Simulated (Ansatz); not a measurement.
K:

```
CELL_PARAMETERS angstrom
-2.69756 2.69756 2.69756
2.69756 -2.69756 2.69756
2.69756 2.69756 -2.69756
ATOMIC_POSITIONS crystal
K 0.00000 0.00000 0.00000
```

```yaml
Program: Ansatz 0.2.0
Task: relaxation of cell and atoms
Functional: PBEsol
Potentials_or_basis: all-electron LAPW, scalar-relativistic
Basis_error_allowed: 0.001 eV/atom
k_mesh: 7 × 7 × 7
Occupations: fermi-dirac, width 0.05 eV
Spin: no spin polarisation
```

At the start: volume 78.52 Å³/atom.

Question: Where does the relaxation end?

Answer: Over 5 steps the energy falls by 8.2 meV/atom and the volume is 70.97 Å³/atom (-9.6 %); space group Im-3m (No. 229, to 0.05 Å).

Step by step:
```csv
step,energy change (eV),largest force (eV/Å),volume (Å³)
1,0.0000,0.0000,78.52
2,-0.0014,0.0000,77.76
3,-0.0080,0.0000,69.76
4,-0.0082,0.0000,70.97
5,-0.0082,0.0000,70.97
```

Final structure:
```yaml
crystal:
  lattice:
    - [-2.60819, 2.60819, 2.60819]
    - [2.60819, -2.60819, 2.60819]
    - [2.60819, 2.60819, -2.60819]
  atoms:
    - { symbol: K, position: [0.00000, 0.00000, 0.00000] }
```
